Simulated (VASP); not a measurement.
Here is a VASP 6.6.1 calculation.

The input INCAR:

```
SYSTEM = Li
ALGO     = Normal         ! electronic algorithm
EDIFF    = 1E-7           ! SCF threshold, eV
EDIFFG   = -0.005         ! ionic threshold
ENCUT    = 600            ! plane-wave cutoff, eV
GGA      = PE             ! functional
IBRION   = 2              ! ionic algorithm
ISIF     = 3              ! what is computed and relaxed
ISMEAR   = 0              ! smearing method
LASPH    = .True.         ! aspherical terms in the spheres
LCHARG   = .False.        ! write CHGCAR
LREAL    = .False.        ! projectors in reciprocal space
LWAVE    = .False.        ! write WAVECAR
NELM     = 60             ! most SCF steps
NSW      = 80             ! ionic steps
PREC     = Accurate       ! precision mode
SIGMA    = 0.3            ! smearing width, eV
```

KPOINTS

```
k-points
0
Gamma
  20 20 20
  0 0 0
```

File POSCAR:

```
Li
1.0
    3.4700000000      0.0000000000      0.0000000000
    0.0000000000      3.4700000000      0.0000000000
    0.0000000000      0.0000000000      3.4700000000
Li
2
Direct
    0.0000000000      0.0000000000      0.0000000000
    0.5000000000      0.5000000000      0.5000000000
```

Potentials or basis: VASP PAW PBE potentials, release 64 (Li_sv).

Command:

```sh
$ cat potpaw_PBE.64/Li_sv/POTCAR > POTCAR
$ mpirun -np 1 vasp_std > vasp.out
```

Question: Predict the relaxed cell.

Answer: a = 3.427 Å, b = 3.427 Å, c = 3.427 Å, α = 90.00°, β = 90.00°, γ = 90.00°.

Question: What does it give for the band gap on the k mesh?

Answer: None (metal or under the smearing width).

Question: What does it give for the relaxed volume?

Answer: 20.13 Å³/atom.

Question: Predict the space group after relaxing (to 0.05 Å).

Answer: Im-3m (No. 229).

The path:
```csv
step,energy change (eV),largest force (eV/Å),pressure (GPa),volume (Å³)
1,0.0000,0.0000,-0.49,41.78
2,-0.0010,0.0000,-0.38,41.40
3,-0.0025,0.0000,-0.03,40.26
```

Caveat: the cutoff is under 1.25 times the usual one of these potentials, so pressure, stress and relaxed cells hold a basis-set (Pulay) error.
